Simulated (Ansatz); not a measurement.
SiNi under changes of volume

One of the cells (11.288 Å³/atom); the others are scaled copies at fixed shape and fractional positions:

```
Ni Si
1.0
     2.94277    0.00000    0.00000
     0.00000    3.28033    0.00000
     0.00000    0.00000    4.67745
Ni Si
2 2
Direct
  0.50000 0.50000 0.34250
  0.00000 0.00000 0.65750
  0.50000 0.50000 0.84314
  0.00000 0.00000 0.15686
```

The cell is a database's computed one.

- Program: Ansatz 0.2.0
- Functional: BLYP
- Potentials or basis: Ansatz PAW
- Cutoff: 420 eV (not typed: the program's choice for these potentials)
- k mesh: 9 × 8 × 6
- Occupations: fermi-dirac, width 0.05 eV
- Spin: collinear spin, ferromagnetic start
- Starting moments: [1.0, 1.0, 0.0, 0.0] μB

```csv
volume (Å³/atom),energy over the lowest point (meV/atom),pressure (GPa),largest force (eV/Å)
10.611,137.43,31.1,0.037
10.837,97.69,25.4,0.048
11.062,65.66,20.2,0.096
11.288,40.55,15.6,0.140
11.514,?,?,?
11.740,8.32,7.6,0.233
11.965,0.00,4.3,0.276
```

What does the run at 11.514 Å³/atom give?

Energy over the lowest point 21.65 meV/atom; pressure 11.4 GPa; largest force 0.187 eV/Å.

Worked out: A Birch-Murnaghan fit of order 3 (a polynomial in V^(-2/3)) to the other rows has its minimum at 12.29 Å³/atom, just outside them, with B0 = V·E''(V) = 149 GPa and B' = 4.8 at fixed shape and positions, which overstates the stiffness. It gives 21.63 meV/atom at 11.514 Å³/atom, against the run's 21.65, and -dE/dV = 11.4 GPa, against 11.4.

Energies are extrapolated to zero smearing.

Caveats: the PAW data sets come from PBE, with cores solved anew for the run's functional, which leaves a small shift of forces and pressure; the starting moments weren't kept.
